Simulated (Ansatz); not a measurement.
# Si (Silicon): how the settings move a relaxation

How sensitive is a relaxation of Si (Silicon) to its settings? A reference run comes first, then one run with altered input.

Computed with Ansatz 0.2.0 (reference: DFT, PBEsol, PAW with Ansatz's default frozen-core files, scalar-relativistic; relaxation of cell and atoms, unless a step's input says otherwise).

1 further run of the same task is left out (it didn't finish).

**1. The system as given**

It takes space group P6_3/mmc (No. 194, hexagonal). Conventional cell: a = 2.661 Å, b = 2.661 Å, c = 4.559 Å, α = 90.00°, β = 90.00°, γ = 120.00°. Around Si (site symmetry -6m2) lie 12 Si at 2.66 to 2.75 Å.

Coordinates:

```xyz
2
Lattice="2.6608 0.0000 0.0000 -1.3304 2.3043 0.0000 0.0000 0.0000 4.5590" Properties=species:S:1:pos:R:3 pbc="T T T"
Si    0.0000    1.5362    1.1398
Si    1.3304    0.7681    3.4193
```

**2. Reference**

input.yaml

```yaml
crystal:
  lattice:
    - [2.66078696088, 0.0, 0.0]
    - [-1.33039348044, 2.30430910218, 0.0]
    - [0.0, 0.0, 4.55901696556]
  atoms:
    - { symbol: Si, position: [0.333333333333, 0.666666666667, 0.25] }
    - { symbol: Si, position: [0.666666666667, 0.333333333333, 0.75] }
kpoints:
  mp_grid: { grid: [22, 22, 12] }
scf:
  occupations: { method: fermi_dirac, width: 0.1 }
hamiltonian:
  xc: pbesol
  pseudopotentials: { kind: paw }
relax:
  f_tol: 0.002
  max_steps: 80
  cell: { p_target: 10 }
output:
  forces: true
  stress: true
  write_density: true
  write_potential: true
  elf: true
  volumetric_format: npy
```

On the command line:

```
> ansatz run input.yaml --threads 1 --pin off --max-ram 2048MiB --backend cpu --events-out ev --progress --plain --runs-dir out
```

The main lines of its log:

```text
[...]
Basis set: ecut = 420 eV, 549 PW (Γ), exchange–correlation on 36×36×64 points (8 copies of the dense FFT grid, shifted against one another)
[...]
k-points: 364 of 5808
[...]
SCF iter   1: F=—  HF=-1242.252296 eV  |F-HF|=—  |Δ(HF+E_count)|=         —  Δρ=2.98e-3  dr2=1.38e-3  ethr=1.77e-3  ⟨swp⟩=5.0  Hψ=22106  notcnv=0
preconditioner: auto → none  [metal: Δε(μ)=0.019 eV  Ē_g=10.275 eV  σ=0.100 eV  W_gap=0.05  n_scr=2 (ndim 8)  ℏωp=19.9 eV  f_vac=0.000  D(μ)=0.73/eV (n_scr^D=2)  sad-step TF]
SCF iter   2: F=—  HF=-1242.252244 eV  |F-HF|=—  |Δ(HF+E_count)|=   5.21e-5  Δρ=1.79e-3  dr2=5.11e-4  ethr=1.72e-5  ⟨swp⟩=1.3  Hψ=5998  notcnv=0
[...]
relax step   1: F+E_penalty+E_count = -1242.25219503 eV  Δ(F+E_penalty+E_count) = +0.000e0 eV  max|allowed force component| = 1.480e-16 eV/Å  Δτ_max = 0.0000 Å  P = -0.001 GPa  Ω = 27.953 Å³  (6 SCF iters, accepted)
[...]
Basis set: ecut = 420 eV, 537 PW (Γ), exchange–correlation on 36×36×64 points (8 copies of the dense FFT grid, shifted against one another)
[...]
relax step   2: F+E_penalty+E_count = -1242.20473477 eV  Δ(F+E_penalty+E_count) = +4.746e-2 eV  max|allowed force component| = 2.128e-16 eV/Å  Δτ_max = 0.0000 Å  P = +8.221 GPa  Ω = 25.952 Å³  energy of the carried Pulay correction = +4.877e-4 eV  (6 SCF iters
[...]
relax step   3: F+E_penalty+E_count = -1242.18236196 eV  Δ(F+E_penalty+E_count) = +2.237e-2 eV  max|allowed force component| = 2.868e-16 eV/Å  Δτ_max = 0.0000 Å  P = +10.280 GPa  Ω = 25.562 Å³  energy of the carried Pulay correction = +5.861e-4 eV  (6 SCF iter
[...]
relax step   4: F+E_penalty+E_count = -1242.18576061 eV  Δ(F+E_penalty+E_count) = -3.399e-3 eV  max|allowed force component| = 1.480e-16 eV/Å  Δτ_max = 0.0000 Å  P = +9.992 GPa  Ω = 25.616 Å³  energy of the carried Pulay correction = +5.719e-4 eV  (6 SCF iters
[...]
relax step   5: F+E_penalty+E_count = -1242.18571709 eV  Δ(F+E_penalty+E_count) = +4.352e-5 eV  max|allowed force component| = 2.313e-16 eV/Å  Δτ_max = 0.0000 Å  P = +10.000 GPa  Ω = 25.615 Å³  energy of the carried Pulay correction = +5.718e-4 eV  (7 SCF iter
Basis set: ecut = 420 eV, 537 PW (Γ), exchange–correlation on 36×36×60 points (8 copies of the dense FFT grid, shifted against one another)
[...]
SCF iter   5: F=-1242.185376 eV  HF=-1242.185376 eV  |F-HF|=2.27e-13  |Δ(HF+E_count)|=  4.55e-12  Δρ=4.48e-8  dr2=2.39e-13  ethr=1.00e-12  ⟨swp⟩=1.0  Hψ=2912  notcnv=0
SCF iter   6: F=-1242.185376 eV  HF=-1242.185376 eV  |F-HF|=0.00e0  |Δ(HF+E_count)|=  4.55e-13  Δρ=2.89e-9  dr2=8.42e-16  ethr=1.00e-12  ⟨swp⟩=2.9  Hψ=9703  notcnv=0
[...]
relax step   6: F+E_penalty+E_count = -1242.18537578 eV  Δ(F+E_penalty+E_count) = +3.413e-4 eV  max|allowed force component| = 2.498e-16 eV/Å  Δτ_max = 0.0000 Å  P = +9.969 GPa  Ω = 25.615 Å³  stress off target by 3.66e-2 GPa  SCF on the basis re-selected at t
[...]
SCF converged after 6 iterations
Free energy (F): -1242.185376 eV
[...]
E sigma→0 (E₀):  -1242.173647 eV
[...]
Fermi energy:    12.444934 eV
[...]
  P = ⅓ Tr σ = 9.9693 GPa (99.693 kbar)
[...]
--- Relaxed structure (5 steps of the walk, 5 accepted, 1 SCFs on fresh bases) ---
[...]
```

It took 21 s on 1 thread of Intel Xeon Platinum 8488C (Sapphire Rapids), shared host; peak memory 0.46 GiB.

**3. Variant: scf.algorithm direct_min**

Edit input.yaml of step 2 so:

```diff
@@ -12,2 +12,3 @@
   occupations: { method: fermi_dirac, width: 0.1 }
+  algorithm: direct_min
 hamiltonian:
@@ -22,5 +23 @@
   stress: true
-  write_density: true
-  write_potential: true
-  elf: true
-  volumetric_format: npy
```

On the command line:

```
> ansatz run input.yaml --threads 1 --pin off --max-ram 2048MiB --backend cpu --events-out ev --progress --plain --runs-dir out
```

Log:

```text
Engine: ansatz 0.2.0
Pseudopotentials: kind: paw
Pseudopotential: Si, paw, valence charge 4, recommended cutoff 420 eV (normal), Si.paw.azcp
Functional definition: PBEsol
  exchange = pbesol_x
  correlation = pbesol_c
Crystal: 2 atoms, lattice volume = 27.953 Å³
Basis set: ecut = 420 eV, 549 PW (Γ), exchange–correlation on 36×36×64 points (8 copies of the dense FFT grid, shifted against one another)
Bands: 8, of which v1, the nominal top of the filled ones, is band 4 counted from 1 (3 counted from 0)
Symmetry: 24 space group operations
Space group: P63/mmc (ITA 194), of the structure as read, at distance tolerance 3.0e-5 Å
k-points: 364 of 5808
Non-local potential: Si, projectors of the file, l = 0: 2, l = 1: 2, l = 2: 2
PAW form: soft (Blöchl's): semilocal exchange-correlation on the pseudo side does not see the compensation charge
PAW frozen core: Si, regenerated for the run's functional, and the local potential with it (the file was generated under x = pbe(κ = 0.804, μ = 0.2195149727645171), c = pbe(β = 0.06672455060314922))
PAW one-centre angular grid: Si, 110 points (default); XC on 64 Gauss nodes
Initial density: superposition of atomic densities (neutral atoms: chi_scale 0, normalization atom), corrected by the library's trained network
Initial wavefunctions: pseudopotential atomic-orbital guess
Functional: x = pbesol(κ = 0.804, μ = 0.12345679012345678), c = pbesol(β = 0.046)
SCF iter   1: F=—  HF=-1242.252252 eV  |F-HF|=—  |Δ(HF+E_count)|=         —  Δρ=2.98e-3  dr2=1.38e-3  ethr=1.77e-3  ⟨swp⟩=6.8  Hψ=14772  notcnv=2
preconditioner: auto → none  [metal: Δε(μ)=0.019 eV  Ē_g=10.276 eV  σ=0.100 eV  W_gap=0.05  n_scr=2 (ndim 8)  ℏωp=19.9 eV  f_vac=0.000  D(μ)=0.73/eV (n_scr^D=2)]
iter 2 solved again at ethr=1.33e-7 eV; its pass at ethr=1.72e-5 eV (dr2=1.06e-5 eV) is discarded
SCF iter   2: F=—  HF=-1242.252201 eV  |F-HF|=—  |Δ(HF+E_count)|=   5.06e-5  Δρ=2.11e-4  dr2=1.32e-5  ethr=1.33e-7  ⟨swp⟩=3.9  Hψ=11974  notcnv=0  defer=4
SCF iter   3: F=-1242.252195 eV  HF=-1242.252195 eV  |F-HF|=4.66e-9  |Δ(HF+E_count)|=   6.45e-6  Δρ=7.94e-6  dr2=1.38e-8  ethr=1.33e-7  ⟨swp⟩=2.0  Hψ=4527  notcnv=0  defer=3
SCF 1 converged in 3 iterations: F = -1242.252195 eV  dr2 = 1.38e-8
  Residual-converged pass: ⟨swp⟩=3.9  Hψ=6938  notcnv=0  max |occ|·‖R‖ = 6.7e-6 eV (tolerance 6.7e-6 eV)  dr2=1.66e-8  dr2_onsite=1.04e-9  max |Δocc| = 1.4e-7
relax step   1: F+E_penalty+E_count = -1242.25219501 eV  Δ(F+E_penalty+E_count) = +0.000e0 eV  max|allowed force component| = 1.480e-16 eV/Å  Δτ_max = 0.0000 Å  P = -0.001 GPa  Ω = 27.953 Å³  (3 SCF iters, dr2 threshold 1.00e-7 eV, accepted)
Crystal: 2 atoms, lattice volume = 25.952 Å³
Basis set: ecut = 420 eV, 537 PW (Γ), exchange–correlation on 36×36×64 points (8 copies of the dense FFT grid, shifted against one another)
Initial density: handed on by an earlier stage of this run
Initial wavefunctions: those handed on with the density
iter 1 solved again at ethr=8.51e-6 eV; its pass at ethr=1.00e-1 eV (dr2=6.81e-4 eV) is discarded
SCF iter   1: F=—  HF=-1242.205521 eV  |F-HF|=—  |Δ(HF+E_count)|=         —  Δρ=2.40e-3  dr2=1.25e-3  ethr=8.51e-6  ⟨swp⟩=6.3  Hψ=20547  notcnv=0
eigensolver tolerance schedule calibrated: the retry pair's looser diagonalisation under-reported the residual by θ = 0.46 (0.11/decade); ethr = c·dr2/N_el runs at the constant in force after the calibration composes with the one it found (an armed cap, an earlier calibration), c = 8.0e-2
preconditioner: auto → none  [metal: Δε(μ)=0.024 eV  Ē_g=10.815 eV  σ=0.100 eV  W_gap=0.06  n_scr=2 (ndim 8)  ℏωp=20.6 eV  f_vac=0.000  D(μ)=0.71/eV (n_scr^D=2)]
iter 2 solved again at ethr=1.87e-7 eV; its pass at ethr=8.51e-6 eV (dr2=1.87e-5 eV) is discarded
SCF iter   2: F=—  HF=-1242.204744 eV  |F-HF|=—  |Δ(HF+E_count)|=   7.76e-4  Δρ=2.74e-4  dr2=1.85e-5  ethr=1.87e-7  ⟨swp⟩=2.0  Hψ=10367  notcnv=0
SCF iter   3: F=-1242.204735 eV  HF=-1242.204735 eV  |F-HF|=3.13e-9  |Δ(HF+E_count)|=   9.47e-6  Δρ=7.18e-6  dr2=6.48e-9  ethr=1.85e-7  ⟨swp⟩=2.0  Hψ=4497  notcnv=0
SCF 2 converged in 3 iterations: F = -1242.204735 eV  dr2 = 6.48e-9
  Residual-converged pass: ⟨swp⟩=3.8  Hψ=6941  notcnv=0  max |occ|·‖R‖ = 9.4e-6 eV (tolerance 9.4e-6 eV)  dr2=1.12e-8  dr2_onsite=3.75e-9  max |Δocc| = 1.1e-8
relax step   2: F+E_penalty+E_count = -1242.20473502 eV  Δ(F+E_penalty+E_count) = +4.746e-2 eV  max|allowed force component| = 1.943e-16 eV/Å  Δτ_max = 0.0000 Å  P = +8.222 GPa  Ω = 25.952 Å³  energy of the carried Pulay correction = +4.877e-4 eV  (3 SCF iters, dr2 threshold 2.00e-7 eV, accepted)
Crystal: 2 atoms, lattice volume = 25.562 Å³
iter 1 solved again at ethr=4.41e-7 eV; its pass at ethr=1.00e-1 eV (dr2=3.53e-5 eV) is discarded
SCF iter   1: F=—  HF=-1242.182404 eV  |F-HF|=—  |Δ(HF+E_count)|=         —  Δρ=5.31e-4  dr2=5.95e-5  ethr=4.41e-7  ⟨swp⟩=5.9  Hψ=20122  notcnv=0
preconditioner: auto → none  [metal: Δε(μ)=0.009 eV  Ē_g=10.927 eV  σ=0.100 eV  W_gap=0.02  n_scr=2 (ndim 8)  ℏωp=20.8 eV  f_vac=0.000  D(μ)=0.70/eV (n_scr^D=2)]
iter 2 solved again at ethr=1.05e-8 eV; its pass at ethr=4.41e-7 eV (dr2=8.41e-7 eV) is discarded
SCF iter   2: F=—  HF=-1242.182366 eV  |F-HF|=—  |Δ(HF+E_count)|=   3.78e-5  Δρ=5.93e-5  dr2=8.31e-7  ethr=1.05e-8  ⟨swp⟩=2.0  Hψ=10266  notcnv=0
SCF iter   3: F=-1242.182365 eV  HF=-1242.182365 eV  |F-HF|=3.23e-10  |Δ(HF+E_count)|=   4.20e-7  Δρ=1.91e-6  dr2=5.98e-10  ethr=1.04e-8  ⟨swp⟩=2.0  Hψ=4491  notcnv=0
SCF 3 converged in 3 iterations: F = -1242.182365 eV  dr2 = 5.98e-10
  Residual-converged pass: ⟨swp⟩=3.0  Hψ=5812  notcnv=0  max |occ|·‖R‖ = 9.4e-6 eV (tolerance 9.4e-6 eV)  dr2=8.02e-10  dr2_onsite=2.00e-10  max |Δocc| = 3.6e-9
relax step   3: F+E_penalty+E_count = -1242.18236539 eV  Δ(F+E_penalty+E_count) = +2.237e-2 eV  max|allowed force component| = 1.573e-16 eV/Å  Δτ_max = 0.0000 Å  P = +10.280 GPa  Ω = 25.562 Å³  energy of the carried Pulay correction = +5.860e-4 eV  (3 SCF iters, dr2 threshold 2.00e-7 eV, accepted)
Crystal: 2 atoms, lattice volume = 25.616 Å³
iter 1 solved again at ethr=1.70e-7 eV; its pass at ethr=1.00e-1 eV (dr2=1.36e-5 eV) is discarded
SCF iter   1: F=—  HF=-1242.185763 eV  |F-HF|=—  |Δ(HF+E_count)|=         —  Δρ=9.56e-5  dr2=2.34e-6  ethr=1.70e-7  ⟨swp⟩=5.7  Hψ=15975  notcnv=0
preconditioner: auto → none  [metal: Δε(μ)=0.012 eV  Ē_g=10.911 eV  σ=0.100 eV  W_gap=0.03  n_scr=2 (ndim 8)  ℏωp=20.8 eV  f_vac=0.000  D(μ)=0.70/eV (n_scr^D=2)]
iter 2 solved again at ethr=4.35e-10 eV; its pass at ethr=2.93e-8 eV (dr2=3.48e-8 eV) is discarded
SCF iter   2: F=-1242.185761 eV  HF=-1242.185761 eV  |F-HF|=2.73e-8  |Δ(HF+E_count)|=   1.26e-6  Δρ=1.34e-5  dr2=4.84e-8  ethr=4.35e-10  ⟨swp⟩=3.8  Hψ=11373  notcnv=0
eigensolver tolerance schedule calibrated: the retry pair's looser diagonalisation under-reported the residual by θ = 0.28 (0.15/decade); ethr = c·dr2/N_el runs at the constant in force after the calibration composes with the one it found (an armed cap, an earlier calibration), c = 4.2e-2
SCF 4 converged in 2 iterations: F = -1242.185761 eV  dr2 = 4.84e-8
  Residual-converged pass: ⟨swp⟩=2.3  Hψ=4609  notcnv=0  max |occ|·‖R‖ = 9.4e-6 eV (tolerance 9.4e-6 eV)  dr2=4.89e-8  dr2_onsite=2.12e-9  max |Δocc| = 1.3e-10
relax step   4: F+E_penalty+E_count = -1242.18576143 eV  Δ(F+E_penalty+E_count) = -3.396e-3 eV  max|allowed force component| = 1.573e-16 eV/Å  Δτ_max = 0.0000 Å  P = +9.992 GPa  Ω = 25.616 Å³  energy of the carried Pulay correction = +5.719e-4 eV  (2 SCF iters, dr2 threshold 2.00e-7 eV, accepted)
Crystal: 2 atoms, lattice volume = 25.615 Å³
iter 1 solved again at ethr=9.80e-9 eV; its pass at ethr=1.00e-1 eV (dr2=7.84e-7 eV) is discarded
SCF iter   1: F=—  HF=-1242.185712 eV  |F-HF|=—  |Δ(HF+E_count)|=         —  Δρ=4.48e-5  dr2=5.28e-7  ethr=9.80e-9  ⟨swp⟩=6.4  Hψ=16580  notcnv=0
preconditioner: auto → none  [metal: Δε(μ)=0.011 eV  Ē_g=10.912 eV  σ=0.100 eV  W_gap=0.03  n_scr=2 (ndim 8)  ℏωp=20.8 eV  f_vac=0.000  D(μ)=0.70/eV (n_scr^D=2)]
iter 2 solved again at ethr=1.04e-10 eV; its pass at ethr=6.60e-9 eV (dr2=8.35e-9 eV) is discarded
SCF iter   2: F=—  HF=-1242.185712 eV  |F-HF|=—  |Δ(HF+E_count)|=   2.10e-7  Δρ=6.17e-6  dr2=1.05e-8  ethr=1.04e-10  ⟨swp⟩=3.9  Hψ=11282  notcnv=0
eigensolver tolerance schedule calibrated: the retry pair's looser diagonalisation under-reported the residual by θ = 0.20 (0.11/decade); ethr = c·dr2/N_el runs at the constant in force after the calibration composes with the one it found (an armed cap, an earlier calibration), c = 7.9e-2
SCF iter   3: F=-1242.185712 eV  HF=-1242.185712 eV  |F-HF|=6.82e-13  |Δ(HF+E_count)|=   4.34e-9  Δρ=1.01e-7  dr2=2.41e-12  ethr=1.03e-10  ⟨swp⟩=2.0  Hψ=4496  notcnv=0
SCF 5 converged in 3 iterations: F = -1242.185712 eV  dr2 = 2.41e-12
  Residual-converged pass: ⟨swp⟩=2.6  Hψ=4755  notcnv=0  max |occ|·‖R‖ = 1.9e-6 eV (tolerance 1.9e-6 eV)  dr2=3.20e-12  dr2_onsite=2.97e-14  max |Δocc| = 2.0e-12
relax step   5: F+E_penalty+E_count = -1242.18571202 eV  Δ(F+E_penalty+E_count) = +4.941e-5 eV  max|allowed force component| = 5.366e-16 eV/Å  Δτ_max = 0.0000 Å  P = +10.001 GPa  Ω = 25.615 Å³  energy of the carried Pulay correction = +5.718e-4 eV  (3 SCF iters, dr2 threshold 8.16e-9 eV, accepted)
Basis set: ecut = 420 eV, 537 PW (Γ), exchange–correlation on 36×36×60 points (8 copies of the dense FFT grid, shifted against one another)
Initial wavefunctions: pseudopotential atomic-orbital guess (no wavefunctions were taken with the density)
iter 1 solved again at ethr=5.59e-8 eV; its pass at ethr=1.00e-1 eV (dr2=4.47e-6 eV) is discarded
SCF iter   1: F=—  HF=-1242.185371 eV  |F-HF|=—  |Δ(HF+E_count)|=         —  Δρ=4.46e-5  dr2=3.76e-8  ethr=5.59e-8  ⟨swp⟩=9.9  Hψ=29175  notcnv=11
iter 2 solved again at ethr=1.00e-12 eV; its pass at ethr=4.70e-10 eV (dr2=3.28e-11 eV) is discarded
SCF iter   2: F=—  HF=-1242.185371 eV  |F-HF|=—  |Δ(HF+E_count)|=   1.56e-7  Δρ=5.70e-7  dr2=3.23e-11  ethr=1.00e-12  ⟨swp⟩=4.1  Hψ=11910  notcnv=0
SCF iter   3: F=-1242.185371 eV  HF=-1242.185371 eV  |F-HF|=4.55e-13  |Δ(HF+E_count)|=  7.96e-12  Δρ=2.52e-8  dr2=1.56e-13  ethr=1.00e-12  ⟨swp⟩=2.0  Hψ=4496  notcnv=0
SCF 6 converged in 3 iterations: F = -1242.185371 eV  dr2 = 1.56e-13
  Residual-converged pass: ⟨swp⟩=4.0  Hψ=7318  notcnv=0  max |occ|·‖R‖ = 9.8e-9 eV (tolerance 1.0e-8 eV)  dr2=1.77e-13  dr2_onsite=1.52e-14  max |Δocc| = 6.2e-13
relax step   6: F+E_penalty+E_count = -1242.18537066 eV  Δ(F+E_penalty+E_count) = +3.414e-4 eV  max|allowed force component| = 4.348e-16 eV/Å  Δτ_max = 0.0000 Å  P = +9.970 GPa  Ω = 25.615 Å³  stress off target by 3.45e-2 GPa  SCF on the basis re-selected at this cell (its energy is not comparable with the rows above)  (3 SCF iters)
basis re-selected at this cell: Δ(F+E_penalty+E_count) = +3.414e-4 eV, ΔP = -0.031 GPa vs the last step (what re-selecting the basis moved, of the pressure what is left beyond the Pulay correction that the steps carried, after the strain that the cell walked since its last selection, with what the two solves' SCF thresholds leave and, on support functions, any second-order correction that the steps lacked; it is no measure of the basis error at this ecutwfc). The dense FFT grid was sized anew with the basis: this SCF ran on 18×18×30 points, the steps before it on 18×18×32, so part of this shift can come from that change (see relax.cell in the input reference). This SCF's stress stands 3.45e-2 GPa from its target on what of the cell is left free (relax.cell.stress_tol is 5.00e-2 GPa) and its largest allowed force component is 4.35e-16 eV/Å (relax.f_tol is 2.00e-3 eV/Å): within both
SCF converged after 3 iterations
Stability not checked: this state was not tested for a lower state beside it, because a direct minimisation reached the state, and no test of it is asked (direct_minimisation; see scf.lower_state_search)
Free energy (F): -1242.185371 eV
Harris-Foulkes:  -1242.185371 eV  (|F-HF|=4.55e-13)
Internal energy: -1242.161913 eV  (E = F + TS)
E sigma→0 (E₀):  -1242.173642 eV
Entropy (-TS):   -0.023458 eV (-11.729 meV/atom)
Fermi energy:    12.444973 eV
--- Per-component energies (eV) ---
  E_band       = 50.074543
  E_kinetic    = 87.633196
  E_local      = 13.400434  (includes V_loc(G=0)·N_el)
  E_nonlocal   = 51.032352
  E_hartree    = 0.567300
  E_xc         = -113.517764
  E_vxc        = -99.005103  (∫ρ·V_xc dr)
  E_paw        = -996.995772  (= ΣΔE_a)
  E_vpaw       = -4.120949  (= ΣTr[D̂ρ^β])
  E_aug_tail   = 0.000013  (compensation charges beyond the density's cutoff)
  E_ewald      = -284.344793
  E_core_change = 0.063121  (= ΣΔE_core)
  E_smearing   = -0.023458  (= −TS)
  E_closure    = 0.000000  (closes the sum)
  Σ components = -1242.185371   (vs F -1242.185371, Δ=0.00e0)
--- Forces (eV/Å), atoms counted from 1 ---
  atom   1  Si     0.00000000     0.00000000     0.00000000
  atom   2  Si    -0.00000000    -0.00000000    -0.00000000
  max |Σ_I F_I| component: 1.85e-17 eV/Å
--- Stress (GPa, compression-positive) ---
        9.971770      -0.000000       0.000000
        0.000000       9.971770      -0.000000
        0.000000      -0.000000       9.965451
  P = ⅓ Tr σ = 9.9697 GPa (99.697 kbar)
--- Band table (eV; the first three rows and the last of 364) ---
  k-point 0: bands = ["-3.2005", "3.8491", "4.4638", "22.2684", "22.2684", "23.2911", "23.2911", "23.6107"]
  k-point 1: bands = ["-3.1485", "2.9616", "5.4442", "22.0704", "22.3106", "22.3106", "23.3359", "23.3359"]
  k-point 2: bands = ["-2.9926", "1.9192", "6.7651", "20.2316", "22.4367", "22.4367", "23.4691", "23.4691"]
  k-point 363: bands = ["6.9853", "6.9853", "8.3048", "8.3048", "8.7811", "8.7811", "20.0950", "20.0950"]
--- Relaxed structure (5 steps of the walk, 5 accepted, 1 SCFs on fresh bases) ---
  F+E_penalty+E_count = -1242.18537066 eV   max|allowed force component| = 4.348e-16 eV/Å   (the final SCF, on the basis selected at the relaxed cell)
  cell:  # Å, volume = 25.6147 Å³
    - [2.591120760156217, 3.341890953957416e-34, 0.0]
    - [-1.2955603800781086, 2.2439764025685296, 0.0]
    - [0.0, 0.0, 4.405377450860239]
  atoms:
    - { symbol: Si, position: [0.33333333333333337, 0.6666666666666667, 0.25000000000000006] }
    - { symbol: Si, position: [0.6666666666666667, 0.33333333333333337, 0.75] }
```

It took 24 s on 1 thread of Intel Xeon Platinum 8488C (Sapphire Rapids), shared host; peak memory 0.5 GiB.

The changed solver doesn't alter the result here (within 0.5 meV/atom).

**4. Side by side**

```tsv
run	ending	energy change	pressure (GPa)	gap (eV)	force (eV/Å)	cycles	time
reference	converged	0	10.0	0.00	0.00	37	21 s
1: scf.algorithm direct_min	converged	0.0 meV/atom	10.0	0.00	0.00	17	24 s
```

Times don't compare one to one where runs were asked for different outputs or read a saved state (see the inputs); cycles may leave out searches for a lower state.

**Reading.** The changed solver doesn't alter the result here (within 0.5 meV/atom).
